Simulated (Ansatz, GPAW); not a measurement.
# One calculation of BP, 3 ways

```
P B
1.0
     0.00000    2.26900    2.26900
     2.26900    0.00000    2.26900
     2.26900    2.26900    0.00000
P B
1 1
Cartesian
  3.4035 3.4035 3.4035
  0.0000 0.0000 0.0000
```

Alike in all runs: task single point; functional PBE; k mesh 10 × 10 × 10; occupations gaussian, width 0.023 eV; no spin polarisation; no spin-orbit coupling. Pressure is positive in compression and, in plane waves, holds the error of the finite cutoff, which Ansatz's Pulay term estimates and takes out.

```tsv
program and potentials	plane-wave cutoff (eV)	notes	band gap (eV)	pressure (GPa)
Ansatz, Ansatz PAW	420	Pulay term of +0.13 GPa included	1.24	1.13
GPAW, GPAW PAW data sets (gpaw-data 1.2.1)	800	-	1.24	1.38
Ansatz, all-electron LAPW, scalar-relativistic	-	-	1.25	1.09
```

The band gap spans 1.24 (Ansatz, Ansatz PAW) to 1.25 eV (Ansatz, all-electron LAPW, scalar-relativistic), with all-electron results at 1.25. The pressure spans 1.09 (Ansatz, all-electron LAPW, scalar-relativistic) to 1.38 GPa (GPAW, GPAW PAW data sets (gpaw-data 1.2.1)), with all-electron results at 1.09. The gap is indirect and read on the mesh alone.

The functional is the same throughout but for its coding, so the spread measures potentials, basis and numerics; runs on potential files found faulty are left out.
